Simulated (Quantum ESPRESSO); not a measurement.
Crystal: BN.

```xyz
2
Lattice="0.0000 1.8130 1.8130 1.8130 0.0000 1.8130 1.8130 1.8130 0.0000" Properties=species:S:1:pos:R:3 pbc="T T T"
N     0.9065    0.9065    0.9065
B     0.0000    0.0000    0.0000
```

The cell is a database's computed one.

Base run:

| Quantity | Value |
| --- | --- |
| Program | Quantum ESPRESSO 7.5 |
| Functional | SCAN |
| Potentials or basis | SG15 PBE 1.2 |
| Cutoff | 1197 eV |
| Density cutoff | 4789 eV |
| k mesh | 10 × 10 × 10 |
| Occupations | fermi-dirac, width 0.05 eV |
| Spin | no spin polarisation |

Its results: band gap on the k mesh 4.93 eV, indirect (least direct gap 9.43 eV); pressure -6.2 GPa.

Task: The run is repeated on the same cell with these changes: functional from SCAN to revTPSS. What comes out?

Result: Band gap on the k mesh 4.44 eV, indirect (least direct gap 9.14 eV); pressure -2.0 GPa.

Caveats: the potentials were made for another functional, which shifts forces and pressure.
